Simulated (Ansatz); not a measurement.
# Ga3P3H2 (buck sheet): the cost of one run

Computed with Ansatz 0.2.0 (DFT PBE, scalar-relativistic, plane waves, PAW, unless a step's input says otherwise).

3 further runs of the same task are left out: 3 set aside as unsound or not needed. Runs told in other sessions of the task aren't counted.

## 1. The starting structure

The structure is trigonal, space group P3m1 (No. 156). The conventional cell has a = 3.897 Å, b = 3.897 Å, c = 24.747 Å, α = 90.00°, β = 90.00°, γ = 120.00°. Around Ga (site symmetry 3m) lie 3 P at 2.28 Å. P (site symmetry 3m) is surrounded by 3 Ga at 2.28 Å.

Coordinates:

```cif
data_structure
_symmetry_space_group_name_H-M 'P 1'
_symmetry_Int_Tables_number 1
_cell_length_a 3.8974
_cell_length_b 3.8974
_cell_length_c 24.7471
_cell_angle_alpha 90.000
_cell_angle_beta 90.000
_cell_angle_gamma 120.000
_cell_volume 325.54
loop_
_atom_site_label
_atom_site_type_symbol
_atom_site_fract_x
_atom_site_fract_y
_atom_site_fract_z
_atom_site_occupancy
Ga1 Ga 0.33333 0.66667 0.36552 1
P1 P 0.66667 0.33333 0.38098 1
```

This sheet was relaxed beforehand with the same method; its gap on the mesh is 1.64 eV.

## 2. Building the zigzag ribbon, N = 3 with H caps, edge spins started opposed

The ribbon is cut from the relaxed sheet, periodic along c; N counts formula units a period. The edge energy is the mean of both edges over the sheet, -2269.3451 eV an atom. Each H cap counts from half an H2 molecule (-15.872 eV in a separate run).

The cell holds 3 Ga, 3 P, 2 H: a = 19.800 Å, b = 9.700 Å, c = 3.897 Å, α = 90.00°, β = 90.00°, γ = 90.00°.

## 3. Relaxing it

Pressure and volume refer to the whole cell with its vacuum; only the period along c may change.

input.yaml

```yaml
crystal:
  lattice:
    - [19.8, 0.0, 0.0]
    - [0.0, 9.7, 0.0]
    - [0.0, 0.0, 3.8973775408]
  atoms:
    - { symbol: Ga, position: [0.3542106767, 0.480276937, 0.0] }
    - { symbol: Ga, position: [0.5246767352, 0.480276937, 0.5] }
    - { symbol: Ga, position: [0.6951427937, 0.480276937, 1.0], spin: -1.0 }
    - { symbol: P, position: [0.2973886571, 0.519723063, 0.5], spin: 1.0 }
    - { symbol: P, position: [0.4678547157, 0.519723063, 1.0] }
    - { symbol: P, position: [0.6383207742, 0.519723063, 0.5] }
    - { symbol: H, position: [0.7733136084, 0.5074102195, 1.0] }
    - { symbol: H, position: [0.2266863916, 0.4951821324, 0.5] }
basis:
  ecutwfc: 420
kpoints:
  mp_grid: { grid: [1, 1, 14] }
hamiltonian:
  xc: pbe
scf:
  occupations: { method: gaussian, width: 0.05 }
output:
  forces: true
  stress: true
  eigenvalues: true
  populations: true
  write_density: true
  write_potential: true
  elf: true
  volumetric_format: npy
magnetization:
  spin_polarized: true
relax:
  adjacent_minimum: "off"
  f_tol: 0.02
  max_steps: 45
  cell: { fix: [a, b, alpha, beta, gamma], stress_tol: 0.03 }
```

Started as:

```console
> ansatz run input.yaml --threads 4 --pin off --max-ram 11264MiB --backend cpu --events-out ev --progress --plain --runs-dir out
```

What time and memory should one allow on 4 threads of AMD EPYC 7R43 (Zen 3), shared host?

About 14 min, with a peak of 1.5 GiB.
